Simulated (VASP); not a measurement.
Given:

```yaml
crystal:
  lattice:
    - [0.00000, 2.90247, 2.90247]
    - [2.90247, 0.00000, 2.90247]
    - [2.90247, 2.90247, 0.00000]
  atoms:
    - { symbol: Li, position: [0.00000, 0.00000, 0.00000] }
    - { symbol: I, position: [0.50000, 0.50000, 0.50000] }
```

Level of theory: LDA (Ceperley-Alder, Perdew-Zunger), VASP's LDA PAW potentials (set 64) (plane waves; VASP 6.6.1). Run with 520 eV cut-off, Gaussian smearing of 0.050 eV, potentials Li_sv I.

Unless said otherwise, spin-orbit coupling is left out, though it shifts the bands of the heavy elements here.

**Question.** Give the energies of bands 3 to 8 at the high-symmetry points, in eV from the valence-band maximum.

**Answer.** 
| band | Γ | X | U | L | W |
|---|---|---|---|---|---|
| 3 | -0.02 | -3.48 | -3.06 | -3.52 | -2.68 |
| 4 | -0.02 | -1.48 | -2.36 | -0.34 | -2.68 |
| 5 | -0.02 | -1.48 | -1.14 | -0.34 | -1.54 |
| 6 | 4.52 | 4.28 | 4.71 | 4.38 | 6.26 |
| 7 | 8.18 | 5.05 | 7.08 | 5.98 | 6.66 |
| 8 | 8.18 | 10.74 | 8.42 | 5.98 | 7.98 |

The gap is indirect, 4.28 eV, from the valence maximum at K-Γ at 0.71 to the conduction minimum at X.

Measured: gap 6.40 eV (computed value off by -2.12 eV), as given by Aguado et al., (1998), arXiv:cond-mat/9809176.

The compound is LiI in the rock salt structure. It was relaxed first, which changed the volume by -10 %.
